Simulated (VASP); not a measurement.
A run of VASP 6.6.1 is set up as follows.

File INCAR:

```
SYSTEM = AgCl
ALGO = Normal
EDIFF = 1E-7
ENCUT = 520
GGA = PE
ISIF = 2
ISMEAR = 0
LASPH = .True.
LCHARG = .False.
LREAL = .False.
LWAVE = .False.
NBANDS = 16
NELM = 100
PREC = Accurate
SIGMA = 0.05
```

KPOINTS

```
k-points
0
Gamma
  8 8 8
  0 0 0
```

The input POSCAR:

```
AgCl
1.0
    0.0000000000      2.8060228508      2.8060228508
    2.8060228508      0.0000000000      2.8060228508
    2.8060228508      2.8060228508      0.0000000000
Ag Cl
1 1
Direct
    0.5000000000      0.5000000000      0.5149679546
    0.0000000000      0.0000000000     -0.0455448893
```

Potentials or basis: VASP PAW PBE potentials, release 64 (Ag, Cl).

Command:

```bash
$ cat potpaw_PBE.64/Ag/POTCAR potpaw_PBE.64/Cl/POTCAR > POTCAR
$ mpirun -np 1 vasp_std > vasp.out
```

Estimate the pressure.

0.7 GPa.

Predict the band gap on the k mesh.

0.89 eV, indirect (least direct gap 2.44 eV).

Estimate the largest force.

0.221 eV/Å.

Forces on the atoms (eV/Å):
```
Ag  -0.156 -0.156  0.000
Cl   0.156  0.156  0.000
```

A k mesh can miss the band edges.
